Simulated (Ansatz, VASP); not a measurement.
One calculation of BP, two programs

File INCAR:

```
PREC = Accurate
ENCUT = 520
EDIFF = 1E-6
ISMEAR = 0
SIGMA = 0.05
LREAL = False
LASPH = True
NELM = 60
ALGO = Normal
ISIF = 2
LWAVE = False
LCHARG = False
GGA = PE
NBANDS = 11
```

KPOINTS

```
Automatic mesh
0
Gamma
  10 10 10
```

File POSCAR:

```
BP
1.0
    0.0000000000      2.1328600000      2.2690000000
    2.2690000000      0.0000000000      2.2690000000
    2.2690000000      2.1328600000      0.0000000000
B P
1 1
Direct
    0.0000000000      0.0000000000      0.0000000000
    0.7500000000      0.7500000000      0.7500000000
```

Input for Ansatz:

```yaml
crystal:
  lattice:
    - [0.0, 2.13286, 2.269]
    - [2.269, 0.0, 2.269]
    - [2.269, 2.13286, 0.0]
  atoms:
    - { symbol: B, position: [0.0, 0.0, 0.0] }
    - { symbol: P, position: [0.75, 0.75, 0.75] }
basis:
  ecutwfc: 420
kpoints:
  mp_grid: { grid: [10, 10, 10] }
hamiltonian:
  xc: pbe
scf:
  occupations: { method: gaussian, width: 0.05 }
output:
  forces: true
  stress: true
  eigenvalues: true
```

Change from the starting cell: strain -0.0600 x Voigt [0, 1, 0, 0, 0, 0], atoms carried along.

Alike in both runs: task single point; functional PBE; k mesh 10 × 10 × 10; occupations gaussian, width 0.05 eV; no spin polarisation.

|  | VASP | Ansatz |
| --- | --- | --- |
| version | VASP 6.6.1 | Ansatz 0.2.0 |
| potentials or method | VASP PAW PBE potentials, release 64 (B, P) | scalar-relativistic, plane waves, PAW |
| plane-wave cutoff (eV) | 520 | 420 |
| valence electrons in the cell | 8 | 8 |

```tsv
	VASP	Ansatz	Ansatz less VASP
gap on the k mesh at the Fermi level (eV)	0.22	0.22	+0.006
least direct gap on the mesh (eV)	2.90	2.90	+0.005
pressure (GPa)	12.3	12.6	+0.30
largest component of the traceless stress (GPa)	10.57	10.55	-0.021
```
